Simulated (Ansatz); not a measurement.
Crystal: Te2Mo.

```xyz
6
Lattice="3.5182 0.0000 0.0000 -1.7591 3.0469 0.0000 0.0000 0.0000 13.9736" Properties=species:S:1:pos:R:3 pbc="T T T"
Te    1.7591    1.0156    5.2960
Te    0.0000    2.0312   12.2828
Te    1.7591    1.0156    1.6908
Te    0.0000    2.0312    8.6776
Mo    1.7591    1.0156   10.4802
Mo    0.0000    2.0312    3.4934
```

| Property | Result |
| --- | --- |
| Program | Ansatz 0.2.0 |
| Task | relaxation of cell and atoms |
| Functional | PBE |
| Potentials or basis | Ansatz PAW |
| Cutoff | 420 eV (not typed: the program's choice for these potentials) |
| k mesh | 9 × 9 × 2 |
| Occupations | fermi-dirac, width 0.05 eV |
| Spin | no spin polarisation |

At the start: volume 24.96 Å³/atom.

Problem. How do energy, volume and symmetry change on relaxing?

Solution. It ends after 7 steps and the volume is 27.78 Å³/atom (+11.3 %); space group P6_3/mmc (No. 194, to 0.05 Å).

The path:
```tsv
step	energy change (eV)	largest force (eV/Å)	volume (Å³)
1	0.0000	0.1747	149.79
2	-0.0620	0.0646	156.79
3	-0.0772	0.0047	160.49
4	-0.0836	0.0191	163.57
5	-0.0851	0.0007	166.03
6	-0.0851	0.0009	166.69
7	-0.0886	0.0004	166.69
```

Final structure:
```xyz
6
Lattice="3.5569 0.0000 0.0000 -1.7785 3.0804 0.0000 0.0000 0.0000 15.2136" Properties=species:S:1:pos:R:3 pbc="T T T"
Te    1.7785    1.0268    5.6113
Te    0.0000    2.0536   13.2181
Te    1.7785    1.0268    1.9955
Te    0.0000    2.0536    9.6023
Mo    1.7785    1.0268   11.4102
Mo    0.0000    2.0536    3.8034
```

Caveat: the plane-wave basis is chosen anew once the cell has moved, so the energies of steps on either side of that aren't comparable; this functional lacks dispersion, which binds the layers, so the pressure and a relaxed spacing across them are unreliable; the volume moved by +11 % from the deposited cell, more than functionals usually miss.
